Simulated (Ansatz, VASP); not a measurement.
## AlN: VASP beside Ansatz

```
Al N
1.0
     2.12589    2.12589    0.00000
    -2.12589    2.12589    0.00000
     0.00000    2.12589    2.12589
Al N
1 1
Direct
  0.00000 0.00000 0.00000
  0.25000 0.75000 0.50000
```

Alike in both runs: functional LDA; k mesh 10 × 10 × 10; no spin polarisation.

Ansatz relaxed the structure, and its values are those at the end. VASP's run is a single point on that final structure, the one shown.

```csv
,VASP,Ansatz
version,VASP 6.6.1,Ansatz 0.2.0
potentials or method,"VASP PAW LDA potentials, release 64 (Al, N)","PAW with Ansatz's default frozen-core files, scalar-relativistic"
plane-wave cutoff (eV),520,420
occupations,"gaussian, width 0.01 eV",fixed
valence electrons in the cell,8,8
```

Ansatz gave:

* pressure (GPa): 15.0

Problem. Estimate VASP's values.

Solution. Pressure (GPa): 15.9.

Caveats: so large a pressure means that the cell lies far from this level's equilibrium, or that cutoff or potentials fall short (VASP). A k mesh can miss the band edges.
